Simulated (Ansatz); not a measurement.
# Zn on a Sn site in SnO2

Level of theory: Ansatz, DFT PBE, scalar-relativistic, plane waves, PAW. Settings: 420 eV cutoff, 2×2×2 k-mesh, shifted by half a step, Gaussian smearing of 0.01 eV, collinear spin in charge -1 alone.

Host crystal, relaxed:

```
Sn O
1.0
     4.82652    0.00000    0.00000
     0.00000    4.82837    0.00000
     0.00000    0.00000    3.23817
Sn O
2 4
Direct
  0.50000 0.50000 0.50000
  0.00000 0.00000 0.00000
  0.30650 0.30666 0.00000
  0.80650 0.19334 0.50000
  0.19350 0.80666 0.50000
  0.69350 0.69334 0.00000
```

Supercell of 48 atoms, rows in host cell vectors: 1 -1 -2; 1 1 2; -1 -1 2. Atoms relax at the host's cell, keeping the symmetry that the supercell leaves at the site. The cell is small, so energies carry finite-size errors of tenths of an eV. The host's Kohn–Sham gap is 0.68 eV. Atoms are taken from and returned to the elements' standard states. Charged cells are corrected for image charges with the computed static dielectric tensor (mean 13.0) and aligned with the host's potential at far atoms (alignment terms reach 0.42 eV; the program doubts the alignment in some charges, where it is up to 0.42 eV). No band-filling term is added, and the Fermi level counts from the host's valence band top.

Defect: Zn on a Sn site set at (0.500, 0.500, 0.500) of the host cell. Before relaxation its nearest neighbours are 6 O at 2.09 Å.

| charge | E_f at the valence band top (eV) | over the neutral state (eV) | moment (μB) | largest move (Å) | atoms near the site |
| --- | --- | --- | --- | --- | --- |
| 0 | 4.75 | 0.00 | 0.00 | 0.03 | 4 O at 2.10 Å, 2 O at 2.11 Å |
| -1 | 4.71 | -0.03 | 0.50 | 0.03 | 4 O at 2.10 Å, 2 O at 2.11 Å |
| -2 | 5.10 | 0.36 | 0.00 | 0.05 | 6 O at 2.12 Å |

Among the charges computed the stable one is -1 at the valence band top, changing to -2 at 0.39 eV. In charge 0 the extra carrier would gain by moving to a band edge of the host, so it isn't bound in the gap, though by less than the errors named above. In charge -1 the cell has partly filled bands: a level of the defect may be part filled, the carrier may sit in the host's bands, or levels may cross between the k points, so transitions that involve it are doubtful. Fractional moments come from partly filled bands of the small cell.